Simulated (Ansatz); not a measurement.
Relaxed BaSnO3 (cubic perovskite):

```xyz
5
Lattice="4.1305 0.0000 0.0000 0.0000 4.1305 0.0000 0.0000 0.0000 4.1305" Properties=species:S:1:pos:R:3 pbc="T T T"
Ba     0.0000     0.0000     0.0000
Sn     2.0653     2.0653     2.0653
O      0.0000     2.0653     2.0653
O      2.0653     2.0653     0.0000
O      2.0653     0.0000     2.0653
```

In this cell atom 5 (O, nearest neighbour Sn at 2.065 Å; its periodic images, 4.1 Å or more away, move with it) is moved by s along Cartesian [110], unit vector (0.707, 0.707, 0.000); all other atoms and the cell stay fixed.

Level of theory: r2SCAN (plane waves to 500 eV, PAW, scalar-relativistic; Ansatz, a quantum-chemistry and plane-wave program). k mesh 7×7×7 (Γ-centred), Fermi-Dirac smearing 0.05 eV. Energies are smeared free energies. BaSnO3 was relaxed with its symmetry unable to fall. The PAW data are Ansatz's earlier set. ΔE is measured from the undisplaced structure.

| s (Å) | ΔE (meV/cell) |
|---|---|
| -0.210 | 265.1 |
| -0.168 | 168.2 |
| -0.126 | 93.9 |
| -0.084 | 41.5 |
| -0.042 | 10.3 |
| 0.000 | 0.0 |
| 0.042 | 10.3 |
| 0.084 | 41.5 |
| 0.126 | 93.9 |
| 0.168 | 168.2 |
| 0.210 | 265.1 |

Task: What force constant k = d²E/ds² at s = 0 does the table give?

Result: 12 eV/Å². It is the second difference of the nearest points, corrected with the next pair.

Task: With k = 11.72 eV/Å² from the forces, is the well harmonic out to s = 0.210 Å?

Result: ½ks² = 258.4 meV/cell against the computed 265.1 meV/cell, so the well is close to harmonic there.

(A displaced cell: forces are minus the slopes of the energy, force constants its curvatures, and phonons follow from these.)
